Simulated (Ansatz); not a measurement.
# Si: the cost of one run

Computed with Ansatz 0.2.0 (DFT PBE, scalar-relativistic, plane waves, PAW, unless a step's input says otherwise).

1 further run of the same task is left out (set aside as unsound or not needed).

## Step 1: The structure to begin with

Symmetry: P6_222, No. 180, hexagonal system. The conventional cell has a = 3.905 Å, b = 3.905 Å, c = 4.117 Å, α = 90.00°, β = 90.00°, γ = 120.00°. Si (site symmetry 222) has 4 Si at 2.39 Å as nearest neighbours.

Structure file:

```xyz
3
Lattice="3.9053 0.0000 0.0000 -1.9526 3.3821 0.0000 0.0000 0.0000 4.1169" Properties=species:S:1:pos:R:3 pbc="T T T"
Si    0.9763    1.6910    3.4308
Si    1.9526    0.0000    2.0585
Si   -0.9763    1.6910    0.6862
```

The cell was relaxed beforehand at this level, from a generated guess; it needn't be the stable form of this composition. At a tolerance of 0.05 Å it has space group P6_222 (No. 180); it has 18.13 Å³/atom, an uncorrected energy of +0.20 eV/atom over the standard state.

## Step 2: Static run: bands, density of states and charges

input.yaml reads:

```yaml
crystal:
  lattice:
    - [3.9052774492, 0.0, 0.0]
    - [-1.9526387246, 3.3820694799, 0.0]
    - [0.0, 0.0, 4.1169094229]
  atoms:
    - { symbol: Si, position: [0.5, 0.5, 0.8333333333] }
    - { symbol: Si, position: [0.5, 0.0, 0.5] }
    - { symbol: Si, position: [0.0, 0.5, 0.1666666667] }
basis:
  ecutwfc: 420
kpoints:
  mp_grid: { grid: [12, 12, 12] }
  band_path:
    path:
      - [[0.0, 0.0, 0.0], [0.5, 0.0, 0.0], [0.33333333, 0.33333333, 0.0], [0.0, 0.0, 0.0], [0.0, 0.0, 0.5], [0.5, 0.0, 0.5], [0.33333333, 0.33333333, 0.5], [0.0, 0.0, 0.5]]
      - [[0.5, 0.0, 0.5], [0.5, 0.0, 0.0]]
      - [[0.33333333, 0.33333333, 0.5], [0.33333333, 0.33333333, 0.0]]
    npoints: 14
hamiltonian:
  xc: pbe
scf:
  occupations: { method: gaussian, width: 0.1 }
  n_extra_bands: 7
output:
  forces: true
  stress: true
  eigenvalues: true
  populations: true
  dos: { projected: true, de: 0.02, nscf_kmesh: { grid: [15, 15, 15] } }
  bader: true
  write_density: true
  write_potential: true
  elf: true
  volumetric_format: npy
```

Launch:

```sh
> ansatz run input.yaml --threads 1 --pin off --max-ram 2560MiB --backend cpu --events-out ev --progress --plain --runs-dir out
```

What time and memory should one allow on 1 thread of Intel Xeon 6975P-C (Granite Rapids), shared host?

About 36 s, with a peak of 0.44 GiB.
